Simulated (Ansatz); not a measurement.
CaO in the F-43m structure: from stress constants e to strain constants d — Ansatz, plane waves and PAW

Space group F-43m (No. 216), 2 atoms in the cell of the first input below: a = 3.663 Å, b = 3.663 Å, c = 3.663 Å, α = 60.00°, β = 60.00°, γ = 60.00°.

The structure was started from a prototype and need not be a known phase, relaxed without spin–orbit coupling to zero pressure (pressure 0.0 GPa with this functional, without spin–orbit coupling). Functional: PBEsol.

Input:

```yaml
crystal:
  lattice:
    - [0.0, 2.5898275267, 2.5898275267]
    - [2.5898275267, 0.0, 2.5898275267]
    - [2.5898275267, 2.5898275267, 0.0]
  atoms:
    - { symbol: Ca, position: [0.0, 0.0, 0.0] }
    - { symbol: O, position: [0.25, 0.25, 0.25] }
basis:
  ecutwfc: 420
  ecutrho_ratio: 4
kpoints:
  mp_grid: { grid: [12, 12, 12] }
hamiltonian:
  xc: pbesol
scf:
  occupations: { method: fixed }
output:
  forces: true
  stress: true
  eigenvalues: true
  polarization: {}
elastic:
  mode: relaxed_ion
  stencil: two_point
```

```bash
ansatz run input.yaml --threads 4 --pin off --max-ram 9216MiB --backend cpu --events-out ev --progress --plain --runs-dir out
```

Time: 33 s on 4 threads of Arm Neoverse V2, with other jobs on the host, peak memory 0.57 GiB.

Elastic constants with relaxed ions (GPa, engineering shears):

|  | xx | yy | zz | yz | xz | xy |
| --- | --- | --- | --- | --- | --- | --- |
| xx | 91.9 | 76.6 | 76.6 | 0.0 | 0.0 | 0.0 |
| yy | 76.6 | 91.9 | 76.6 | 0.0 | 0.0 | 0.0 |
| zz | 76.6 | 76.6 | 91.9 | 0.0 | 0.0 | 0.0 |
| yz | 0.0 | 0.0 | 0.0 | 37.0 | 0.0 | 0.0 |
| xz | 0.0 | 0.0 | 0.0 | 0.0 | 37.0 | 0.0 |
| xy | 0.0 | 0.0 | 0.0 | 0.0 | 0.0 | 37.0 |

Proper piezoelectric stress tensor e (C/m²):

|  | xx | yy | zz | yz | xz | xy |
| --- | --- | --- | --- | --- | --- | --- |
| x | 0.000 | 0.000 | 0.000 | 0.437 | 0.000 | 0.000 |
| y | 0.000 | 0.000 | 0.000 | 0.000 | 0.437 | 0.000 |
| z | 0.000 | 0.000 | 0.000 | 0.000 | 0.000 | 0.437 |

Signs follow the polarity of the cell as typed: the inverted crystal has all signs reversed.

**Question.** Which piezoelectric strain constant d is largest in size (symmetry may tie others with it)?

**Answer.** d = e C⁻¹ gives d(x; yz) = 11.8 pC/N, tied by symmetry with others.

```
    xx   yy   zz    yz    xz    xy
x  0.0  0.0  0.0  11.8   0.0   0.0
y  0.0  0.0  0.0   0.0  11.8   0.0
z  0.0  0.0  0.0   0.0   0.0  11.8
```

Caveats: no phonons were computed, so distortions that enlarge the cell are untested, and the real phase may be another, perhaps a centrosymmetric one without piezoelectricity.

The piezoelectric response is pure shear: a yz shear polarises the crystal along x, while hydrostatic pressure produces no polarisation. In a tetrahedral network such a shear makes the bonds along the body diagonals inequivalent and displaces the cation and anion sublattices against each other. In so ionic an oxide this displacement carries large effective charges, which probably accounts for much of the 0.437 C/m².

The lattice is much softer towards tetragonal shear, as the closeness of 91.9 and 76.6 GPa shows. This suggests weak resistance to bond bending, as expected where ionic bonding provides little directional sp³ character and Ca favours higher coordination. That softness doesn't enhance d, however, because cubic symmetry couples the polarisation only to the shears governed by the 37.0 GPa constant. The elastic tensor is positive definite, so the structure resists every small homogeneous strain, though only narrowly for the tetragonal one. The total e alone can't establish how far electronic and internal-displacement contributions reinforce or cancel each other.
